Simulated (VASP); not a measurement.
PbO:

```xyz
8
Lattice="5.8760 0.0000 0.0000 0.0000 5.4760 0.0000 0.0000 0.0000 4.7430" Properties=species:S:1:pos:R:3 pbc="T T T"
Pb    4.5186    2.8147    1.1858
Pb    1.3574    2.6613    3.5573
Pb    4.5186    5.3993    3.5573
Pb    1.3574    0.0767    1.1858
O     0.7756    3.1870    1.1858
O     5.1004    2.2890    3.5573
O     0.7756    5.0270    3.5573
O     5.1004    0.4490    1.1858
```

Base run:

- Program: VASP 6.6.1
- Functional: TB-mBJ
- Potentials or basis: VASP PAW PBE potentials, release 64 (Pb_d, O)
- Cutoff: 520 eV
- k mesh: 6 × 6 × 6
- Occupations: gaussian, width 0.02 eV
- Spin: no spin polarisation

Its results: band gap on the k mesh 2.71 eV, indirect (least direct gap 2.92 eV).

The run is repeated on the same cell with these changes: functional from TB-mBJ to LDA; potentials or basis from VASP PAW PBE potentials, release 64 (Pb_d, O) to VASP PAW LDA potentials, release 64 (Pb_d, O). What comes out?

Band gap on the k mesh 1.88 eV, indirect (least direct gap 2.09 eV).

Caveats: spin-orbit coupling is left out, which as a rule narrows the gap of such compounds by several tenths of an eV.
